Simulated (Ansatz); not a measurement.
# GaAs (F-43m): the equilibrium volume

Aim: the volume at which the pressure of GaAs (F-43m) vanishes.

Computed with Ansatz 0.2.0 (DFT PBEsol, scalar-relativistic, plane waves, PAW, unless a step's input says otherwise).

6 further runs of the same task are left out: 1 that didn't finish, 5 set aside as unsound or not needed.

## (1) The structure to begin with

It takes space group F-43m (No. 216, cubic). Conventional cell: a = 5.750 Å, b = 5.750 Å, c = 5.750 Å, α = 90.00°, β = 90.00°, γ = 90.00°. Ga (site symmetry -43m) has 4 As at 2.49 Å as nearest neighbours. As (site symmetry -43m) has 4 Ga at 2.49 Å as nearest neighbours.

As a file:

```
CELL_PARAMETERS angstrom
0.00000 2.87509 2.87509
2.87509 0.00000 2.87509
2.87509 2.87509 0.00000
ATOMIC_POSITIONS crystal
Ga 0.00000 0.00000 0.00000
As 0.25000 0.25000 0.25000
```

## (2) The first run (PBEsol, 6×6×6 mesh)

Input file input.yaml:

```yaml
crystal:
  lattice:
    - [0.0, 2.8750910496, 2.8750910496]
    - [2.8750910496, 0.0, 2.8750910496]
    - [2.8750910496, 2.8750910496, 0.0]
  atoms:
    - { symbol: Ga, position: [0.0, 0.0, 0.0] }
    - { symbol: As, position: [0.25, 0.25, 0.25] }
basis:
  ecutwfc: 420
kpoints:
  mp_grid: { grid: [6, 6, 6] }
hamiltonian:
  xc: pbesol
scf:
  occupations: { method: gaussian, width: 0.1 }
output:
  forces: true
  stress: true
  eigenvalues: true
```

Run with:

```
> ansatz run input.yaml --threads 8 --pin off --max-ram 14336MiB --backend cpu --events-out ev --progress --plain --runs-dir out
```

Output (excerpt; [...] marks lines left out):

```text
Warning: RAYON_NUM_THREADS=8 ignored (pool sized by the plan → 8); use --threads N
[...]
Pseudopotentials: kind: paw
Pseudopotential: Ga, paw, valence charge 13, recommended cutoff 420 eV (normal), Ga.paw.azcp
Pseudopotential: As, paw, valence charge 15, recommended cutoff 420 eV (normal), As.paw.azcp
Functional definition: PBEsol
[...]
Crystal: 2 atoms, lattice volume = 47.532 Å³
Basis set: ecut = 420 eV, 941 PW (Γ), exchange–correlation on 60×60×60 points (8 copies of the dense FFT grid, shifted against one another)
Bands: 18, of which v1, the nominal top of the filled ones, is band 14 counted from 1 (13 counted from 0)
Symmetry: 24 space group operations
Space group: F-43m (ITA 216), of the structure as read, at distance tolerance 3.6e-5 Å
k-points: 16 of 216 (time reversal used)
[...]
SCF iter   1: F=—  HF=-8556.814624 eV  |F-HF|=—  |Δ(HF+E_count)|=         —  Δρ=2.92e-3  dr2=6.83e-3  ethr=1.77e-3  ⟨swp⟩=5.6  Hψ=1328  notcnv=0
[...]
SCF iter   6: F=-8556.811889 eV  HF=-8556.811889 eV  |F-HF|=1.62e-10  |Δ(HF+E_count)|=   3.89e-7  Δρ=2.82e-6  dr2=2.67e-9  ethr=3.57e-10  ⟨swp⟩=5.2  Hψ=1163  notcnv=0
[...]
SCF converged after 6 iterations
Free energy (F): -8556.811889 eV
[...]
E sigma→0 (E₀):  -8556.811515 eV
Entropy (-TS):   -0.000749 eV (-0.375 meV/atom)
Fermi energy:    7.456696 eV
[...]
--- Forces (eV/Å), atoms counted from 1 ---
  atom   1  Ga     0.00000000    -0.00000000    -0.00000000
  atom   2  As    -0.00000000     0.00000000     0.00000000
[...]
--- Stress (GPa, compression-positive) ---
       -2.905629       0.000000      -0.000000
        0.000000      -2.905629       0.000000
       -0.000000       0.000000      -2.905629
  P = ⅓ Tr σ = -2.9056 GPa (-29.056 kbar)
--- Band table (eV; the first three rows and the last of 16) ---
  k-point 0: bands = ["-27.7195", "-27.7195", "-27.7195", "-27.7113", "-27.7113", "-7.3240", "-7.3240", "-7.3240", "-7.2566", "-7.2566", "-5.0118", "7.3879", "7.3879", "7.3879", "7.4574", "11.0660", "11.0660", "11.0660"]
[...]
```

Wall time 0.48 s (8 threads of Arm Neoverse V1, shared host); peak memory 0.36 GiB.

Result: volume 23.766 Å³/atom, pressure -2.91 GPa, mesh gap 0.07 eV.

## (3) Full relaxation

Edit input.yaml of step 2 so:

```diff
@@ -11,3 +11,3 @@
 kpoints:
-  mp_grid: { grid: [6, 6, 6] }
+  mp_grid: { grid: [10, 10, 10] }
 hamiltonian:
@@ -15,3 +15,3 @@
 scf:
-  occupations: { method: gaussian, width: 0.1 }
+  occupations: { method: gaussian, width: 0.05 }
 output:
@@ -20 +20,6 @@
   eigenvalues: true
+relax:
+  adjacent_minimum: "off"
+  f_tol: 0.005
+  max_steps: 80
+  cell: { stress_tol: 0.05 }
```

Run with:

```
> ansatz run input.yaml --threads 8 --pin off --max-ram 14336MiB --backend cpu --events-out ev --progress --plain --runs-dir out
```

Output:

```text
Warning: RAYON_NUM_THREADS=8 ignored (pool sized by the plan → 8); use --threads N
Engine: ansatz 0.2.0, aarch64-unknown-linux-gnu
[... 4 set-up lines as earlier in the session ...]
  exchange = pbesol_x
  correlation = pbesol_c
Crystal: 2 atoms, lattice volume = 47.532 Å³
Basis set: ecut = 420 eV, 941 PW (Γ), exchange–correlation on 60×60×60 points (8 copies of the dense FFT grid, shifted against one another)
Bands: 18, of which v1, the nominal top of the filled ones, is band 14 counted from 1 (13 counted from 0)
[... 2 set-up lines as earlier in the session ...]
k-points: 47 of 1000 (time reversal used)
Non-local potential: Ga, projectors of the file, l = 0: 2, l = 1: 2, l = 2: 3, l = 3: 1
Non-local potential: As, projectors of the file, l = 0: 2, l = 1: 2, l = 2: 3, l = 3: 1
PAW form: soft (Blöchl's): semilocal exchange-correlation on the pseudo side does not see the compensation charge
PAW frozen core: Ga, regenerated for the run's functional, and the local potential with it (the file was generated under x = pbe(κ = 0.804, μ = 0.2195149727645171), c = pbe(β = 0.06672455060314922))
PAW frozen core: As, regenerated for the run's functional, and the local potential with it (the file was generated under x = pbe(κ = 0.804, μ = 0.2195149727645171), c = pbe(β = 0.06672455060314922))
PAW one-centre angular grid: Ga, 590 points (default); XC on 64 Gauss nodes
PAW one-centre angular grid: As, 590 points (default); XC on 64 Gauss nodes
Initial density: superposition of atomic densities (neutral atoms: chi_scale 0, normalization atom), corrected by the library's trained network
Initial wavefunctions: pseudopotential atomic-orbital guess
Functional: x = pbesol(κ = 0.804, μ = 0.12345679012345678), c = pbesol(β = 0.046)
SCF iter   1: F=—  HF=-8556.840667 eV  |F-HF|=—  |Δ(HF+E_count)|=         —  Δρ=3.38e-3  dr2=9.09e-3  ethr=1.77e-3  ⟨swp⟩=5.9  Hψ=4083  notcnv=0
preconditioner: auto → none  [insulator: Δε(μ)=0.058 eV  Ē_g=15.163 eV  σ=0.050 eV  W_gap=0.55  n_scr=14 (ndim 8)  ℏωp=22.9 eV  f_vac=0.105  D(μ)=0.05/eV (n_scr^D=0)  ε∞_Penn≈3.3]
SCF iter   2: F=—  HF=-8556.837320 eV  |F-HF|=—  |Δ(HF+E_count)|=   3.35e-3  Δρ=1.20e-3  dr2=7.14e-4  ethr=3.25e-5  ⟨swp⟩=2.2  Hψ=1663  notcnv=0
SCF iter   3: F=—  HF=-8556.837329 eV  |F-HF|=—  |Δ(HF+E_count)|=   8.98e-6  Δρ=4.65e-4  dr2=1.14e-4  ethr=2.55e-6  ⟨swp⟩=2.0  Hψ=1275  notcnv=0
SCF iter   4: F=—  HF=-8556.837338 eV  |F-HF|=—  |Δ(HF+E_count)|=   9.05e-6  Δρ=2.12e-4  dr2=1.34e-5  ethr=4.06e-7  ⟨swp⟩=2.0  Hψ=1270  notcnv=0
SCF iter   5: F=—  HF=-8556.837345 eV  |F-HF|=—  |Δ(HF+E_count)|=   7.20e-6  Δρ=4.20e-5  dr2=4.93e-7  ethr=4.80e-8  ⟨swp⟩=2.0  Hψ=1270  notcnv=0
SCF iter   6: F=-8556.837345 eV  HF=-8556.837345 eV  |F-HF|=9.03e-9  |Δ(HF+E_count)|=   4.88e-7  Δρ=4.76e-6  dr2=7.75e-9  ethr=3.57e-10  ⟨swp⟩=5.3  Hψ=3667  notcnv=0
SCF 1 converged in 6 iterations: F = -8556.837345 eV  dr2 = 7.75e-9
relax step   1: F+E_penalty+E_count = -8556.83734541 eV  Δ(F+E_penalty+E_count) = +0.000e0 eV  max|allowed force component| = 1.203e-16 eV/Å  Δτ_max = 0.0000 Å  P = -2.959 GPa  Ω = 47.532 Å³  (6 SCF iters, dr2 threshold 1.00e-7 eV, accepted)
Crystal: 2 atoms, lattice volume = 45.608 Å³
Basis set: ecut = 420 eV, 893 PW (Γ), exchange–correlation on 60×60×60 points (8 copies of the dense FFT grid, shifted against one another)
Initial density: handed on by an earlier stage of this run
Initial wavefunctions: those handed on with the density
iter 1 solved again at ethr=4.82e-6 eV; its pass at ethr=3.10e-3 eV (dr2=1.35e-3 eV) is discarded
SCF iter   1: F=—  HF=-8556.858948 eV  |F-HF|=—  |Δ(HF+E_count)|=         —  Δρ=1.56e-3  dr2=1.36e-3  ethr=4.82e-6  ⟨swp⟩=1.0  Hψ=4779  notcnv=0
preconditioner: auto → none  [insulator: Δε(μ)=0.373 eV  Ē_g=15.385 eV  σ=0.050 eV  W_gap=1.00  n_scr=14 (ndim 8)  ℏωp=23.3 eV  f_vac=0.066  D(μ)=0.00/eV (n_scr^D=0)  ε∞_Penn≈3.3]
SCF iter   2: F=—  HF=-8556.858805 eV  |F-HF|=—  |Δ(HF+E_count)|=   1.43e-4  Δρ=7.16e-4  dr2=2.29e-4  ethr=4.82e-6  ⟨swp⟩=1.6  Hψ=893  notcnv=0
SCF iter   3: F=—  HF=-8556.858829 eV  |F-HF|=—  |Δ(HF+E_count)|=   2.38e-5  Δρ=1.34e-4  dr2=1.21e-5  ethr=8.16e-7  ⟨swp⟩=3.0  Hψ=1398  notcnv=0
SCF iter   4: F=—  HF=-8556.858825 eV  |F-HF|=—  |Δ(HF+E_count)|=   4.24e-6  Δρ=4.59e-5  dr2=5.25e-7  ethr=4.34e-8  ⟨swp⟩=2.0  Hψ=1504  notcnv=0
SCF iter   5: F=-8556.858825 eV  HF=-8556.858825 eV  |F-HF|=2.18e-7  |Δ(HF+E_count)|=   4.26e-7  Δρ=1.90e-5  dr2=1.14e-7  ethr=7.14e-10  ⟨swp⟩=5.0  Hψ=3753  notcnv=0
SCF 2 converged in 5 iterations: F = -8556.858825 eV  dr2 = 1.14e-7
relax step   2: F+E_penalty+E_count = -8556.85882498 eV  Δ(F+E_penalty+E_count) = -2.148e-2 eV  max|allowed force component| = 3.036e-17 eV/Å  Δτ_max = 0.0000 Å  P = -0.450 GPa  Ω = 45.608 Å³  energy of the carried Pulay correction = +3.464e-4 eV  (5 SCF iters, dr2 threshold 2.00e-7 eV, accepted)
Crystal: 2 atoms, lattice volume = 45.279 Å³
iter 1 solved again at ethr=1.62e-7 eV; its pass at ethr=3.10e-3 eV (dr2=4.53e-5 eV) is discarded
SCF iter   1: F=—  HF=-8556.859308 eV  |F-HF|=—  |Δ(HF+E_count)|=         —  Δρ=2.81e-4  dr2=4.41e-5  ethr=1.62e-7  ⟨swp⟩=2.0  Hψ=4638  notcnv=0
preconditioner: auto → none  [insulator: Δε(μ)=0.426 eV  Ē_g=15.411 eV  σ=0.050 eV  W_gap=1.00  n_scr=14 (ndim 8)  ℏωp=23.4 eV  f_vac=0.072  D(μ)=0.00/eV (n_scr^D=0)  ε∞_Penn≈3.3]
SCF iter   2: F=—  HF=-8556.859305 eV  |F-HF|=—  |Δ(HF+E_count)|=   3.26e-6  Δρ=1.29e-4  dr2=7.61e-6  ethr=1.57e-7  ⟨swp⟩=1.9  Hψ=934  notcnv=0
SCF iter   3: F=—  HF=-8556.859306 eV  |F-HF|=—  |Δ(HF+E_count)|=   1.20e-6  Δρ=2.92e-5  dr2=6.71e-7  ethr=2.72e-8  ⟨swp⟩=2.8  Hψ=1329  notcnv=0
SCF iter   4: F=-8556.859306 eV  HF=-8556.859306 eV  |F-HF|=2.41e-9  |Δ(HF+E_count)|=   2.51e-7  Δρ=9.51e-6  dr2=2.20e-8  ethr=7.14e-10  ⟨swp⟩=5.2  Hψ=3931  notcnv=0
SCF 3 converged in 4 iterations: F = -8556.859306 eV  dr2 = 2.20e-8
relax step   3: F+E_penalty+E_count = -8556.85930568 eV  Δ(F+E_penalty+E_count) = -4.807e-4 eV  max|allowed force component| = 3.065e-17 eV/Å  Δτ_max = 0.0000 Å  P = +0.045 GPa  Ω = 45.279 Å³  energy of the carried Pulay correction = +4.070e-4 eV  (4 SCF iters, dr2 threshold 2.00e-7 eV, accepted)
Basis set: ecut = 420 eV, 893 PW (Γ), exchange–correlation on 54×54×54 points (8 copies of the dense FFT grid, shifted against one another)
Initial wavefunctions: pseudopotential atomic-orbital guess (no wavefunctions were taken with the density)
iter 1 solved again at ethr=2.44e-7 eV; its pass at ethr=3.10e-3 eV (dr2=6.84e-5 eV) is discarded
SCF iter   1: F=—  HF=-8556.858910 eV  |F-HF|=—  |Δ(HF+E_count)|=         —  Δρ=4.05e-5  dr2=2.66e-7  ethr=2.44e-7  ⟨swp⟩=2.7  Hψ=5882  notcnv=0
preconditioner: auto → none  [insulator: Δε(μ)=0.426 eV  Ē_g=15.410 eV  σ=0.050 eV  W_gap=1.00  n_scr=14 (ndim 8)  ℏωp=23.4 eV  f_vac=0.071  D(μ)=0.00/eV (n_scr^D=0)  ε∞_Penn≈3.3]
SCF iter   2: F=—  HF=-8556.858911 eV  |F-HF|=—  |Δ(HF+E_count)|=   3.93e-7  Δρ=3.84e-5  dr2=3.06e-7  ethr=9.50e-10  ⟨swp⟩=2.0  Hψ=1498  notcnv=0
SCF iter   3: F=—  HF=-8556.858911 eV  |F-HF|=—  |Δ(HF+E_count)|=   3.60e-8  Δρ=6.13e-6  dr2=1.55e-8  ethr=9.50e-10  ⟨swp⟩=2.0  Hψ=1254  notcnv=0
SCF iter   4: F=—  HF=-8556.858911 eV  |F-HF|=—  |Δ(HF+E_count)|=   2.21e-8  Δρ=2.38e-6  dr2=1.95e-9  ethr=5.55e-11  ⟨swp⟩=2.0  Hψ=1269  notcnv=0
SCF iter   5: F=—  HF=-8556.858911 eV  |F-HF|=—  |Δ(HF+E_count)|=  4.58e-10  Δρ=6.16e-7  dr2=1.14e-10  ethr=6.97e-12  ⟨swp⟩=2.0  Hψ=1504  notcnv=0
SCF iter   6: F=-8556.858911 eV  HF=-8556.858911 eV  |F-HF|=1.82e-12  |Δ(HF+E_count)|=  2.18e-11  Δρ=7.61e-8  dr2=1.42e-12  ethr=1.00e-12  ⟨swp⟩=5.0  Hψ=3593  notcnv=0
SCF 4 converged in 6 iterations: F = -8556.858911 eV  dr2 = 1.42e-12
relax step   4: F+E_penalty+E_count = -8556.85891067 eV  Δ(F+E_penalty+E_count) = +3.950e-4 eV  max|allowed force component| = 4.304e-17 eV/Å  Δτ_max = 0.0000 Å  P = +0.044 GPa  Ω = 45.279 Å³  stress off target by 4.39e-2 GPa  SCF on the basis re-selected at this cell (its energy is not comparable with the rows above)  (6 SCF iters)
basis re-selected at this cell: Δ(F+E_penalty+E_count) = +3.950e-4 eV, ΔP = -0.001 GPa vs the last step (what re-selecting the basis moved, of the pressure what is left beyond the Pulay correction that the steps carried, after the strain that the cell walked since its last selection, with what the two solves' SCF thresholds leave and, on support functions, any second-order correction that the steps lacked; it is no measure of the basis error at this ecutwfc). The dense FFT grid was sized anew with the basis: this SCF ran on 27×27×27 points, the steps before it on 30×30×30, so part of this shift can come from that change (see relax.cell in the input reference). This SCF's stress stands 4.39e-2 GPa from its target on what of the cell is left free (relax.cell.stress_tol is 5.00e-2 GPa) and its largest allowed force component is 4.30e-17 eV/Å (relax.f_tol is 5.00e-3 eV/Å): within both
SCF converged after 6 iterations
Free energy (F): -8556.858911 eV
Harris-Foulkes:  -8556.858911 eV  (|F-HF|=1.82e-12)
Internal energy: -8556.858911 eV  (E = F + TS)
E sigma→0 (E₀):  -8556.858911 eV
Fermi energy:    8.235518 eV
--- Per-component energies (eV) ---
  E_band       = -316.960966
  E_kinetic    = 219.361681
  E_local      = -3922.038205  (includes V_loc(G=0)·N_el)
  E_nonlocal   = -242.304858
  E_hartree    = 1972.990522
  E_xc         = -147.232516
  E_vxc        = -137.417388  (∫ρ·V_xc dr)
  E_paw        = -3742.720823  (= ΣΔE_a)
  E_vpaw       = -180.543064  (= ΣTr[D̂ρ^β])
  E_aug_tail   = -0.000137  (compensation charges beyond the density's cutoff)
  E_ewald      = -2696.743980
  E_core_change = 1.829407  (= ΣΔE_core)
  E_smearing   = -0.000000  (= −TS)
  E_closure    = -0.000000  (closes the sum)
  Σ components = -8556.858911   (vs F -8556.858911, Δ=0.00e0)
--- Forces (eV/Å), atoms counted from 1 ---
  atom   1  Ga    -0.00000000    -0.00000000    -0.00000000
  atom   2  As    -0.00000000     0.00000000     0.00000000
  max |Σ_I F_I| component: 8.51e-17 eV/Å
--- Stress (GPa, compression-positive) ---
        0.043857       0.000000       0.000000
        0.000000       0.043857       0.000000
        0.000000       0.000000       0.043857
  P = ⅓ Tr σ = 0.0439 GPa (0.439 kbar)
--- Band table (eV; the first three rows and the last of 47) ---
  k-point 0: bands = ["-27.1477", "-27.1477", "-27.1477", "-27.1378", "-27.1378", "-6.7595", "-6.7595", "-6.7595", "-6.6807", "-6.6807", "-4.7170", "8.0196", "8.0196", "8.0196", "8.4452", "11.7199", "11.7199", "11.7199"]
  k-point 1: bands = ["-27.1477", "-27.1477", "-27.1477", "-27.1378", "-27.1378", "-6.7686", "-6.7572", "-6.7572", "-6.6808", "-6.6808", "-4.5993", "6.4800", "7.8602", "7.8602", "9.4340", "11.9540", "11.9559", "11.9559"]
  k-point 2: bands = ["-27.1477", "-27.1474", "-27.1474", "-27.1378", "-27.1378", "-6.7907", "-6.7514", "-6.7514", "-6.6808", "-6.6808", "-4.2615", "4.6982", "7.5170", "7.5170", "9.5346", "12.4151", "12.4151", "13.1002"]
  k-point 46: bands = ["-27.1477", "-27.1468", "-27.1459", "-27.1380", "-27.1372", "-6.8610", "-6.7262", "-6.7150", "-6.6932", "-6.6758", "-2.1629", "1.3623", "4.5353", "4.7079", "11.8500", "12.0093", "14.2515", "14.6389"]
--- Relaxed structure (3 steps of the walk, 3 accepted, 1 SCFs on fresh bases) ---
  F+E_penalty+E_count = -8556.85891067 eV   max|allowed force component| = 4.304e-17 eV/Å   (the final SCF, on the basis selected at the relaxed cell)
  cell:  # Å, volume = 45.2790 Å³
    - [1.0445512667435958e-33, 2.8289295164321326, 2.8289295164321326]
    - [2.8289295164321326, 8.764039896580414e-33, 2.8289295164321326]
    - [2.8289295164321326, 2.8289295164321326, 5.120848893060067e-33]
  atoms:
    - { symbol: Ga, position: [-1.1583124863586213e-33, 1.5211573616034909e-33, 7.787209245639889e-34] }
    - { symbol: As, position: [0.24999999999999997, 0.24999999999999997, 0.24999999999999997] }
```

It took 3 s on 8 threads of Arm Neoverse V1, shared host; peak memory 0.45 GiB.

The steps of the relaxation:

| step | energy from step 1 (meV/atom) | largest force component (eV/Å) | pressure (GPa) | volume (Å³/atom) |
| --- | --- | --- | --- | --- |
| 1 | 0.0 | 0.000 | -2.96 | 23.766 |
| 2 | -10.7 | 0.000 | -0.45 | 22.804 |
| 3 | -11.0 | 0.000 | 0.05 | 22.639 |
| 4 | -10.8 | 0.000 | 0.04 | 22.639 |

Step 1 is the start. Step 4 repeats the geometry before it on a plane-wave basis chosen anew for the final cell, which shifts the energy by +0.2 meV/atom. The run keeps the 24 symmetry operations that it found, so it can't reach a distortion that breaks them.

This gives: volume 22.639 Å³/atom, pressure 0.04 GPa, mesh gap 0.43 eV.

## (4) The cell, before and after

How the cell compares, before and after:

| cell as typed | before | after | change |
| --- | --- | --- | --- |
| a (Å) | 4.066 | 4.001 | -1.6 % |
| b (Å) | 4.066 | 4.001 | -1.6 % |
| c (Å) | 4.066 | 4.001 | -1.6 % |
| volume (Å³/atom) | 23.766 | 22.639 | -4.7 % |
| shortest distance (Å) | 2.490 | 2.450 | -1.6 % |
| space group | F-43m | F-43m | same |

## (5) Results

```
         quantity                                                                      value
           volume                                                             22.639 Å³/atom
         pressure                                                                   0.04 GPa
conventional cell  a = 5.658 Å, b = 5.658 Å, c = 5.658 Å, α = 90.00°, β = 90.00°, γ = 90.00°
  gap on the mesh                                                                    0.43 eV
```

What this shows: From the first run shown, the volume went from 23.77 to 22.64 Å³/atom (-4.7 %) in 2 runs, where the pressure is zero within 0.04 GPa.

The gaps are Kohn-Sham values of a semilocal functional, not quasiparticle or optical gaps. Such gaps usually fall short of the measured ones.
